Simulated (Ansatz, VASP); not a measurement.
## Two plane-wave programs on ZnS

Contents of POSCAR:

```
ZnS
1.0
    0.1185751349      2.7057057616      2.7057057616
    2.7057057616      0.1185751349      2.7057057616
    2.7057057616      2.7057057616      0.1185751349
Zn S
1 1
Direct
    0.0042657143      0.0042657143      0.0042657143
    0.2457342857      0.2457342857      0.2457342857
```

Contents of INCAR.step1:

```
SYSTEM = ZnS
PREC = Accurate ; ENCUT = 520
ISMEAR = 0 ; SIGMA = 0.01
LREAL = .False. ; LASPH = .True.
NELM = 60 ; NBANDS = 16
GGA = PE ; ALGO = Normal
EDIFF = 1E-4 ; LWAVE = .True.
LCHARG = .False.
```

INCAR.step2

```
SYSTEM = ZnS
PREC = Accurate ; ENCUT = 520
EDIFF = 1E-7 ; ISMEAR = 0
SIGMA = 0.01 ; LREAL = .False.
LASPH = .True. ; NELM = 60
ALGO = Normal ; ISIF = 2
LWAVE = .False. ; LCHARG = .False.
METAGGA = R2SCAN ; LMIXTAU = .True.
NBANDS = 16 ; ISTART = 1
```

Contents of KPOINTS:

```
Automatic mesh
0
Gamma
  8 8 8
  0 0 0
```

Input for Ansatz:

```yaml
crystal:
  lattice:
    - [0.1185751349, 2.7057057616, 2.7057057616]
    - [2.7057057616, 0.1185751349, 2.7057057616]
    - [2.7057057616, 2.7057057616, 0.1185751349]
  atoms:
    - { symbol: Zn, position: [0.0042657143, 0.0042657143, 0.0042657143] }
    - { symbol: S, position: [0.2457342857, 0.2457342857, 0.2457342857] }
kpoints:
  mp_grid: { grid: [8, 8, 8] }
  band_path:
    path:
      - [0.0, 0.0, 0.0]
      - [-0.5, -0.5, 0.0]
      - [-0.375, -0.375, 0.25]
      - [-0.375, 0.0, 0.375]
      - [0.0, 0.0, 0.5]
      - [-0.5, -0.25, 0.25]
    npoints: 1
hamiltonian:
  xc: r2scan
scf:
  occupations: { method: fixed }
  n_extra_bands: 4
output:
  forces: true
  stress: true
  eigenvalues: true
```

Change from the starting cell: epitaxial_111 strain -4.0%.

Alike in both runs: task single point; functional r2SCAN; k mesh 8 × 8 × 8; no spin polarisation.

```csv
,VASP,Ansatz
version,VASP 6.6.1,Ansatz 0.2.0
potentials or method,"VASP PAW PBE potentials, release 64 (Zn, S)","plane waves, PAW"
plane-wave cutoff (eV),520,500
occupations,"gaussian, width 0.01 eV",fixed
valence electrons in the cell,18,18
```

Ansatz gave:

- gap on the k mesh at the Fermi level (eV): 2.67
- pressure (GPa): 4.8
- largest component of the traceless stress (GPa): 2.39

Question: What did VASP give for the same quantities?

Answer: gap on the k mesh at the Fermi level (eV): 2.69; pressure (GPa): 4.8; largest component of the traceless stress (GPa): 2.40.

Caveats: the PAW data sets were made with another functional, which shifts forces and pressure a little (VASP).
